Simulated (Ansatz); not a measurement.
## Property card for SnGe5

Computed with DFT PBE, scalar-relativistic, plane waves, PAW in Ansatz 0.2.0.

Cutoff 420 eV; k points 12×12×4 on the computed 6-atom cell (Γ-centred); Gaussian smearing, width 0.10 eV; no spin polarisation.

The structure is relaxed at this level of theory with its symmetry kept, and needn't be the ground state of this composition.

```cif
data_structure
_symmetry_space_group_name_H-M 'P4/mmm'
_symmetry_Int_Tables_number 123
_cell_length_a 3.4013
_cell_length_b 3.4013
_cell_length_c 10.6719
_cell_angle_alpha 90.000
_cell_angle_beta 90.000
_cell_angle_gamma 90.000
_cell_volume 123.46
loop_
_atom_site_label
_atom_site_type_symbol
_atom_site_symmetry_multiplicity
_atom_site_Wyckoff_symbol
_atom_site_fract_x
_atom_site_fract_y
_atom_site_fract_z
_atom_site_occupancy
Sn1 Sn 1 a 0.00000 0.00000 0.00000 1
Ge1 Ge 2 h 0.50000 0.50000 0.19628 1
Ge2 Ge 2 g 0.00000 0.00000 0.33940 1
Ge3 Ge 1 d 0.50000 0.50000 0.50000 1
```

| Item | Value |
| --- | --- |
| Space group | P4/mmm (No. 123) |
| Volume per atom | 20.58 Å³ |
| Formation energy from the elements' standard states (uncorrected) | +0.290 eV/atom |
| Kohn–Sham band gap | none (metal) |
| Density of states at the Fermi level | 3.2 states/eV per cell |
| Orbital (Löwdin) character within 0.5 eV of the Fermi level | Ge 4p 70 %, Sn 5p 14 %, Ge 4s 11 % |
| Bader charge by site (e) | Sn (1 in the cell) 0.22, Ge (2 in the cell) -0.10, Ge (2 in the cell) -0.03, Ge (1 in the cell) 0.03 |

The cell was found from a structure generator's guess, not taken from experiment. Löwdin shares on free-atom orbitals overweight diffuse shells.
